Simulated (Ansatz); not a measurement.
# Co (P6_3/mmc) in Ansatz: notebook

One crystal, Co, is run at these levels: PBE; tasks: single point, equation of state.

Program: Ansatz 0.2.0. These are calculated values, not measurements. Logs are shortened: lines on timing, memory, paths and dates and some standing lists are left out, and cuts for length are marked.

## 1. Starting point

It takes space group P6_3/mmc (No. 194, hexagonal). Conventional cell: a = 2.471 Å, b = 2.471 Å, c = 8.088 Å, α = 90.00°, β = 90.00°, γ = 120.00°. Co (site symmetry -6m2) has 12 Co at 2.47 Å as nearest neighbours. Co (site symmetry -3m) is surrounded by 12 Co at 2.47 Å.

## 2. Single point, PBE, collinear spin, ferromagnetic start, 10.05 Å³/atom (volume scaled by 0.94)

input.yaml reads:

```yaml
crystal:
  lattice:
    - [2.4201280013, 0.0, 0.0]
    - [-1.2100640007, 2.0958923296, 0.0]
    - [0.0, 0.0, 7.9231214745]
  atoms:
    - { symbol: Co, position: [0.6666666667, 0.3333333333, 0.75], spin: 2.0 }
    - { symbol: Co, position: [0.0, 0.0, 0.5], spin: 2.0 }
    - { symbol: Co, position: [0.3333333333, 0.6666666667, 0.25], spin: 2.0 }
    - { symbol: Co, position: [0.0, 0.0, 0.0], spin: 2.0 }
hamiltonian:
  xc: pbe
  pseudopotentials: { kind: paw, partial_waves: polarizable }
magnetization:
  spin_polarized: true
kpoints:
  mp_grid: { grid: [12, 12, 4] }
scf:
  occupations: { method: fermi_dirac, width: 0.05 }
output:
  forces: true
  stress: true
  eigenvalues: true
```

Potentials or basis: Ansatz PAW polarizable.

The run is started by

```
$ ansatz run input.yaml --threads 2 --pin off --max-ram 5120MiB --backend cpu --events-out ev --progress --plain --runs-dir out
```

Output:

```text
Warning: RAYON_NUM_THREADS=2 ignored (pool sized by the plan → 2); use --threads N
Engine: ansatz 0.2.0, aarch64-unknown-linux-gnu
Pseudopotentials: kind: paw
Pseudopotential: Co, paw, valence charge 17, recommended cutoff 420 eV (normal), Co.paw.azcp
Functional definition: PBE
  parameter kappa = 0.804
  parameter beta = 0.06672455060314922
  exchange = pbe_x(kappa = kappa, mu = beta*pi^2/3)
  correlation = pbe_c(beta = beta)
Crystal: 4 atoms, lattice volume = 40.189 Å³
Basis set: ecut = 420 eV, 741 PW (Γ), exchange–correlation on 36×36×108 points (8 copies of the dense FFT grid, shifted against one another)
Bands: 46, of which v1, the nominal top of the filled ones, is band 34 counted from 1 (33 counted from 0)
Symmetry: 24 space group operations
Space group: P63/mmc (ITA 194), of the structure as read, at distance tolerance 3.4e-5 Å
Magnetic group: BNS 194.263 (UNI 1493), of the structure as read, at distance tolerance 3.4e-5 Å
k-points: 57 of 576
Non-local potential: Co, projectors of the file, l = 0: 3, l = 1: 2, l = 2: 3, l = 3: 1
PAW form: soft (Blöchl's): semilocal exchange-correlation on the pseudo side does not see the compensation charge
PAW one-centre angular grid: Co, 590 points (default); XC on 64 Gauss nodes
Initial density: superposition of atomic densities (chi_scale 0.1, normalization cell)
Starting moments: Σ|m| = 8 μB on 4 of 4 sites
Initial wavefunctions: pseudopotential atomic-orbital guess
Functional: x = pbe(κ = 0.804, μ = 0.2195149727645171), c = pbe(β = 0.06672455060314922)
Partial waves of Co: polarizable
SCF iter   1: F=—  HF=-20502.893261 eV  |F-HF|=—  |Δ(HF+E_count)|=         —  Δρ=8.22e-2 (↑7.73e-2 ↓8.22e-2)  dr2=5.64e0  dr2_m=1.07e-1  M=6.712 μB ∫|m|=6.943 μB  β_m=0.30  ethr=3.10e-3  ⟨swp⟩=5.8  Hψ=17599  notcnv=0  defer=10
Mixer restart at iter 1: flushing history
preconditioner: auto → none  [metal: Δε(μ)=0.016 eV  Ē_g=9.722 eV  σ=0.050 eV  W_gap=0.08  n_scr=6 (ndim 8)  ℏωp=35.1 eV  f_vac=0.000  D(μ)=3.74/eV (n_scr^D=52)  sad-step TF]
SCF iter   2: F=—  HF=-20501.164244 eV  |F-HF|=—  |Δ(HF+E_count)|=    1.73e0  Δρ=3.17e-2 (↑1.41e-2 ↓3.17e-2)  dr2=4.06e-1  dr2_m=9.71e-2  M=6.848 μB ∫|m|=7.156 μB  β_m=0.34  ethr=3.10e-3  ⟨swp⟩=2.4  Hψ=8892  notcnv=0  defer=432
SCF iter   3: F=—  HF=-20502.475464 eV  |F-HF|=—  |Δ(HF+E_count)|=    1.31e0  Δρ=1.72e-2 (↑1.72e-2 ↓1.02e-2)  dr2=4.90e-2  dr2_m=3.51e-2  M=6.726 μB ∫|m|=7.112 μB  β_m=0.50  ethr=5.96e-4  ⟨swp⟩=2.1  Hψ=6857  notcnv=0  defer=433
SCF iter   4: F=—  HF=-20503.770203 eV  |F-HF|=—  |Δ(HF+E_count)|=    1.29e0  Δρ=1.54e-2 (↑1.54e-2 ↓1.31e-2)  dr2=1.51e-1  dr2_m=8.23e-3  M=6.577 μB ∫|m|=7.024 μB  β_m=0.75  ethr=7.21e-5  ⟨swp⟩=2.9  Hψ=9385  notcnv=0  defer=434
SCF iter   5: F=—  HF=-20504.350212 eV  |F-HF|=—  |Δ(HF+E_count)|=   5.80e-1  Δρ=1.53e-2 (↑7.13e-3 ↓1.53e-2)  dr2=1.38e-1  dr2_m=8.93e-3  M=6.365 μB ∫|m|=6.878 μB  β_m=0.50  ethr=7.21e-5  ⟨swp⟩=2.6  Hψ=10565  notcnv=0  defer=417
SCF iter   6: F=—  HF=-20504.366874 eV  |F-HF|=—  |Δ(HF+E_count)|=   1.67e-2  Δρ=4.31e-3 (↑2.37e-3 ↓4.31e-3)  dr2=5.10e-3  dr2_m=3.11e-3  M=6.335 μB ∫|m|=6.854 μB  β_m=0.50  ethr=7.21e-5  ⟨swp⟩=2.1  Hψ=8663  notcnv=0  defer=388
SCF iter   7: F=—  HF=-20504.386982 eV  |F-HF|=—  |Δ(HF+E_count)|=   2.01e-2  Δρ=2.88e-3 (↑2.88e-3 ↓1.24e-3)  dr2=5.26e-4  dr2_m=1.38e-3  M=6.291 μB ∫|m|=6.825 μB  β_m=0.75  ethr=7.50e-6  ⟨swp⟩=2.1  Hψ=10023  notcnv=0  defer=388
SCF iter   8: F=—  HF=-20504.388301 eV  |F-HF|=—  |Δ(HF+E_count)|=   1.32e-3  Δρ=9.54e-4 (↑9.54e-4 ↓4.49e-4)  dr2=2.74e-4  dr2_m=6.86e-5  M=6.270 μB ∫|m|=6.814 μB  β_m=0.67  ethr=7.73e-7  ⟨swp⟩=2.0  Hψ=9198  notcnv=0  defer=388
SCF iter   9: F=—  HF=-20504.388234 eV  |F-HF|=—  |Δ(HF+E_count)|=   6.67e-5  Δρ=2.96e-4 (↑2.27e-4 ↓2.96e-4)  dr2=6.96e-6  dr2_m=2.41e-5  M=6.270 μB ∫|m|=6.814 μB  β_m=0.83  ethr=4.03e-7  ⟨swp⟩=2.0  Hψ=7210  notcnv=0  defer=388
SCF iter  10: F=—  HF=-20504.388239 eV  |F-HF|=—  |Δ(HF+E_count)|=   4.92e-6  Δρ=1.57e-4 (↑1.57e-4 ↓1.34e-4)  dr2=1.59e-5  dr2_m=1.04e-6  M=6.269 μB ∫|m|=6.813 μB  β_m=0.77  ethr=1.02e-8  ⟨swp⟩=2.0  Hψ=9137  notcnv=0  defer=388
SCF iter  11: F=—  HF=-20504.388234 eV  |F-HF|=—  |Δ(HF+E_count)|=   5.10e-6  Δρ=9.46e-5 (↑7.87e-5 ↓9.46e-5)  dr2=6.76e-6  dr2_m=1.09e-7  M=6.268 μB ∫|m|=6.812 μB  β_m=0.63  ethr=1.02e-8  ⟨swp⟩=2.0  Hψ=9197  notcnv=0  defer=388
SCF iter  12: F=—  HF=-20504.388235 eV  |F-HF|=—  |Δ(HF+E_count)|=   1.38e-6  Δρ=2.21e-5 (↑2.01e-5 ↓2.21e-5)  dr2=3.68e-7  dr2_m=1.42e-8  M=6.269 μB ∫|m|=6.813 μB  β_m=0.82  ethr=9.94e-9  ⟨swp⟩=2.0  Hψ=6911  notcnv=0  defer=388
SCF iter  13: F=—  HF=-20504.388235 eV  |F-HF|=—  |Δ(HF+E_count)|=   4.37e-8  Δρ=3.14e-6 (↑3.01e-6 ↓3.14e-6)  dr2=9.71e-9  dr2_m=9.39e-11  M=6.269 μB ∫|m|=6.813 μB  β_m=0.75  ethr=5.41e-10  ⟨swp⟩=2.1  Hψ=7368  notcnv=0  defer=388
SCF iter  14: F=-20504.388235 eV  HF=-20504.388235 eV  |F-HF|=3.05e-9  |Δ(HF+E_count)|=   1.95e-9  Δρ=2.36e-6 (↑9.54e-7 ↓2.36e-6)  dr2=3.42e-9  dr2_m=2.17e-10  M=6.269 μB ∫|m|=6.813 μB  ethr=1.43e-11  ⟨swp⟩=5.7  Hψ=19591  notcnv=0
SCF 1 converged in 14 iterations: F = -20504.388235 eV  dr2 = 3.42e-9
SCF converged after 14 iterations
Magnetization: 6.2691 μB (37.1345 up, 30.8655 down)
Absolute magnetization: 6.8155 μB (∫|ρ↑−ρ↓|, with the PAW one-centre terms)
Spin contamination: 0.0889 ħ² per cell (⟨S²⟩ above its minimum at these occupations)
Per-site moments (μB) at R_I (Å): [(1.6424042357324609, 0.9983028005515256), (1.6180628715881773, 0.9983028005515256), (1.6424042357324604, 0.9983028005515256), (1.6180628715881777, 0.9983028005515256)]
Free energy (F): -20504.388235 eV
Harris-Foulkes:  -20504.388235 eV  (|F-HF|=3.05e-9)
Internal energy: -20504.354415 eV  (E = F + TS)
E sigma→0 (E₀):  -20504.371325 eV
Entropy (-TS):   -0.033820 eV (-8.455 meV/atom)
Fermi energy:    20.550007 eV
--- Per-component energies (eV) ---
  E_band       = -861.357588
  E_kinetic    = 1824.856688
  E_local      = -10887.225803  (includes V_loc(G=0)·N_el)
  E_nonlocal   = 1816.134567
  E_hartree    = 4583.606305
  E_xc         = -639.700569
  E_vxc        = -825.773109  (∫ρ·V_xc dr)
  E_paw        = -6061.748434  (= ΣΔE_a)
  E_vpaw       = -1956.561127  (= ΣTr[D̂ρ^β])
  E_aug_tail   = 0.000447  (compensation charges beyond the density's cutoff)
  E_ewald      = -11140.277617
  E_smearing   = -0.033820  (= −TS)
  E_closure    = 0.000000  (closes the sum)
  Σ components = -20504.388235   (vs F -20504.388235, Δ=0.00e0)
--- Forces (eV/Å), atoms counted from 1 ---
  atom   1  Co     0.00000000    -0.00000000     0.00000000
  atom   2  Co     0.00000000    -0.00000000    -0.00000000
  atom   3  Co    -0.00000000     0.00000000     0.00000000
  atom   4  Co     0.00000000    -0.00000000     0.00000000
  max |Σ_I F_I| component: 2.31e-18 eV/Å
--- Stress (GPa, compression-positive) ---
       21.912915       0.000000       0.000000
        0.000000      21.912915       0.000000
        0.000000       0.000000      17.967601
  P = ⅓ Tr σ = 20.5978 GPa (205.978 kbar)
--- Band table (eV; the first three rows and the last of 114) ---
  k-point 0 ↑: bands = ["-75.6261", "-75.6034", "-75.5623", "-75.5394", "-39.0729", "-38.9005", "-38.8209", "-38.6854", "-38.6854", "-38.6644", "-38.6644", "-38.6455", "-38.6455", "-38.6448", "-38.6245", "-38.6245", "10.9936", "13.3095", "13.3323", "14.9288", "17.3293", "17.3634", "17.6385", "17.6385", "17.6859", "17.6859", "17.7057", "17.9578", "17.9578", "18.0424", "18.0424", "18.7293", "18.7293", "19.0919", "19.0919", "19.4406", "19.4406", "19.8789", "19.8789", "20.1114", "27.3304", "35.9390", "35.9485", "42.7995", "43.3696", "44.3856"]
  k-point 1 ↑: bands = ["-75.6236", "-75.6081", "-75.5576", "-75.5420", "-39.0575", "-38.9502", "-38.7706", "-38.6833", "-38.6833", "-38.6695", "-38.6695", "-38.6608", "-38.6404", "-38.6404", "-38.6266", "-38.6266", "11.1584", "12.3956", "14.1891", "14.8927", "17.3909", "17.6166", "17.6583", "17.6686", "17.6686", "17.7168", "17.7168", "17.9114", "17.9114", "17.9879", "17.9879", "18.7921", "18.7921", "19.0395", "19.0395", "19.5228", "19.5228", "19.5275", "19.8257", "19.8257", "28.2272", "33.0029", "39.0010", "42.8943", "43.2730", "44.0830"]
  k-point 2 ↑: bands = ["-75.6168", "-75.6168", "-75.5490", "-75.5490", "-39.0138", "-39.0138", "-38.7058", "-38.7058", "-38.6775", "-38.6775", "-38.6775", "-38.6775", "-38.6325", "-38.6325", "-38.6325", "-38.6325", "11.6402", "11.6402", "14.7101", "14.7101", "17.5343", "17.5343", "17.7342", "17.7342", "17.7342", "17.7342", "17.8897", "17.8897", "17.8897", "17.8897", "18.4227", "18.4227", "18.9218", "18.9218", "18.9218", "18.9218", "19.6866", "19.6866", "19.6866", "19.6866", "30.3361", "30.3361", "41.9476", "41.9476", "43.1436", "43.1436"]
  k-point 56 ↓: bands = ["-73.5277", "-73.5277", "-73.5182", "-73.5182", "-37.0233", "-37.0233", "-36.9959", "-36.9959", "-36.9462", "-36.9462", "-36.9277", "-36.9277", "-36.7946", "-36.7946", "-36.7802", "-36.7802", "17.3051", "17.3051", "17.4662", "17.4662", "17.4706", "17.4706", "17.5514", "17.5514", "18.6445", "18.6445", "18.7335", "18.7335", "20.1813", "20.1813", "20.7812", "20.7812", "21.5659", "21.5659", "21.6852", "21.6852", "26.5913", "26.5913", "27.2034", "27.2034", "27.8713", "27.8713", "30.7570", "30.7570", "32.7043", "32.7043"]
```

Wall time 12 s (2 threads of Arm Neoverse V1, shared host); peak memory 0.53 GiB.

What came out:

* Free energy: -20504.3882 eV
* Pressure: 20.6 GPa
* Band gap on the k mesh: none (metal or under the smearing width)
* Net moment: 6.27 μB per cell
* Absolute moment: 6.82 μB per cell
* Site moments: Co +1.64, +1.62 μB

## 3. Single point, PBE, collinear spin, ferromagnetic start, 10.26 Å³/atom (volume scaled by 0.96)

input.yaml, as its differences from that of step 2:

```diff
@@ -2,5 +2,5 @@
   lattice:
-    - [2.4201280013, 0.0, 0.0]
-    - [-1.2100640007, 2.0958923296, 0.0]
-    - [0.0, 0.0, 7.9231214745]
+    - [2.4371717178, 0.0, 0.0]
+    - [-1.2185858589, 2.110652621, 0.0]
+    - [0.0, 0.0, 7.978919943]
   atoms:
```

Potentials or basis: Ansatz PAW polarizable.

The run is started by

```
$ ansatz run input.yaml --threads 2 --pin off --max-ram 5120MiB --backend cpu --events-out ev --progress --plain --runs-dir out
```

It took 12 s on 2 threads of Arm Neoverse V1, shared host; peak memory 0.54 GiB.

Results (log left out):

- Free energy: -20504.4822 eV
- Pressure: 14.8 GPa
- Band gap on the k mesh: none (metal or under the smearing width)
- Net moment: 6.40 μB per cell
- Absolute moment: 6.97 μB per cell
- Site moments: Co +1.68, +1.65 μB

## 4. Single point, PBE, collinear spin, ferromagnetic start, 10.47 Å³/atom (volume scaled by 0.98)

input.yaml, as its differences from that of step 3:

```diff
@@ -2,5 +2,5 @@
   lattice:
-    - [2.4371717178, 0.0, 0.0]
-    - [-1.2185858589, 2.110652621, 0.0]
-    - [0.0, 0.0, 7.978919943]
+    - [2.4539803297, 0.0, 0.0]
+    - [-1.2269901649, 2.125209306, 0.0]
+    - [0.0, 0.0, 8.033948716]
   atoms:
@@ -23 +23,5 @@
   eigenvalues: true
+  write_density: true
+  write_potential: true
+  elf: true
+  volumetric_format: npy
```

The run is started by

```
$ ansatz run input.yaml --threads 2 --pin off --max-ram 5120MiB --backend cpu --events-out ev --progress --plain --runs-dir out
```

Wall time 14 s (2 threads of Arm Neoverse V1, shared host); peak memory 0.54 GiB.

Results (log left out):

```
Free energy            : -20504.5467 eV
Pressure               : 9.5 GPa
Band gap on the k mesh : none (metal or under the smearing width)
Net moment             : 6.52 μB per cell
Absolute moment        : 7.10 μB per cell
Site moments           : Co +1.71, +1.69 μB
```

## 5. Single point, PBE, collinear spin, ferromagnetic start, 10.69 Å³/atom

input.yaml, as its differences from that of step 4:

```diff
@@ -2,5 +2,5 @@
   lattice:
-    - [2.4539803297, 0.0, 0.0]
-    - [-1.2269901649, 2.125209306, 0.0]
-    - [0.0, 0.0, 8.033948716]
+    - [2.4705617809, 0.0, 0.0]
+    - [-1.2352808905, 2.1395692639, 0.0]
+    - [0.0, 0.0, 8.0882338]
   atoms:
```

The run is started by

```
$ ansatz run input.yaml --threads 2 --pin off --max-ram 5120MiB --backend cpu --events-out ev --progress --plain --runs-dir out
```

Wall time 14 s (2 threads of Arm Neoverse V1, shared host); peak memory 0.55 GiB.

Results (log left out):

- Free energy: -20504.5845 eV
- Pressure: 4.7 GPa
- Band gap on the k mesh: none (metal or under the smearing width)
- Net moment: 6.61 μB per cell
- Absolute moment: 7.21 μB per cell
- Site moments: Co +1.73, +1.71 μB

## 6. Single point, PBE, collinear spin, ferromagnetic start, 10.90 Å³/atom (volume scaled by 1.02)

input.yaml, as its differences from that of step 5:

```diff
@@ -2,5 +2,5 @@
   lattice:
-    - [2.4705617809, 0.0, 0.0]
-    - [-1.2352808905, 2.1395692639, 0.0]
-    - [0.0, 0.0, 8.0882338]
+    - [2.486923594, 0.0, 0.0]
+    - [-1.2434617971, 2.1537390097, 0.0]
+    - [0.0, 0.0, 8.1417998233]
   atoms:
```

Potentials or basis: Ansatz PAW polarizable.

The run is started by

```
$ ansatz run input.yaml --threads 2 --pin off --max-ram 5120MiB --backend cpu --events-out ev --progress --plain --runs-dir out
```

Run time: 14 s. Hardware: 2 threads of Arm Neoverse V1, shared host; peak memory 0.55 GiB.

The run converged. Its results:

* Free energy: -20504.5975 eV
* Pressure: 0.3 GPa
* Band gap on the k mesh: none (metal or under the smearing width)
* Net moment: 6.68 μB per cell
* Absolute moment: 7.29 μB per cell
* Site moments: Co +1.75, +1.73 μB

## 7. Single point, PBE, collinear spin, ferromagnetic start, 11.12 Å³/atom (volume scaled by 1.04)

input.yaml, as its differences from that of step 6:

```diff
@@ -2,5 +2,5 @@
   lattice:
-    - [2.486923594, 0.0, 0.0]
-    - [-1.2434617971, 2.1537390097, 0.0]
-    - [0.0, 0.0, 8.1417998233]
+    - [2.503072901, 0.0, 0.0]
+    - [-1.2515364506, 2.1677247198, 0.0]
+    - [0.0, 0.0, 8.1946701348]
   atoms:
@@ -23,5 +23 @@
   eigenvalues: true
-  write_density: true
-  write_potential: true
-  elf: true
-  volumetric_format: npy
```

The run is started by

```
$ ansatz run input.yaml --threads 2 --pin off --max-ram 5120MiB --backend cpu --events-out ev --progress --plain --runs-dir out
```

It took 13 s on 2 threads of Arm Neoverse V1, shared host; peak memory 0.54 GiB.

Results (log left out):

| Quantity | Value |
| --- | --- |
| Free energy | -20504.5885 eV |
| Pressure | -3.6 GPa |
| Band gap on the k mesh | none (metal or under the smearing width) |
| Net moment | 6.74 μB per cell |
| Absolute moment | 7.37 μB per cell |
| Site moments | Co +1.77, +1.75 μB |

## 8. Single point, PBE, collinear spin, ferromagnetic start, 11.33 Å³/atom (volume scaled by 1.06)

input.yaml, as its differences from that of step 7:

```diff
@@ -2,5 +2,5 @@
   lattice:
-    - [2.503072901, 0.0, 0.0]
-    - [-1.2515364506, 2.1677247198, 0.0]
-    - [0.0, 0.0, 8.1946701348]
+    - [2.5190164704, 0.0, 0.0]
+    - [-1.2595082352, 2.1815322559, 0.0]
+    - [0.0, 0.0, 8.2468668932]
   atoms:
```

The run is started by

```
$ ansatz run input.yaml --threads 2 --pin off --max-ram 5120MiB --backend cpu --events-out ev --progress --plain --runs-dir out
```

Wall time 12 s (2 threads of Arm Neoverse V1, shared host); peak memory 0.55 GiB.

Results (log left out):

| Property | Result |
| --- | --- |
| Free energy | -20504.5596 eV |
| Pressure | -7.1 GPa |
| Band gap on the k mesh | none (metal or under the smearing width) |
| Net moment | 6.80 μB per cell |
| Absolute moment | 7.45 μB per cell |
| Site moments | Co +1.78, +1.77 μB |

## 9. Equation of state, PBE, collinear spin, ferromagnetic start

Potentials or basis: Ansatz PAW polarizable.

No new run: the results of the series are fitted here.

Results:

| Quantity | Value |
| --- | --- |
| Equilibrium volume | 10.92 Å³/atom |
| Bulk modulus at fixed shape and positions | 210 GPa |
| Pressure derivative of the bulk modulus | 3.9 |

Energy against volume, from the lowest point:
| volume (Å³/atom) | energy (meV/atom) |
| --- | --- |
| 10.047 | 52.33 |
| 10.261 | 28.83 |
| 10.475 | 12.70 |
| 10.688 | 3.27 |
| 10.902 | 0.00 |
| 11.116 | 2.26 |
| 11.330 | 9.48 |

Caveat: the cell was scaled at fixed shape and fractional positions, which overstates the stiffness of a crystal with free parameters, most of all of layers and chains.
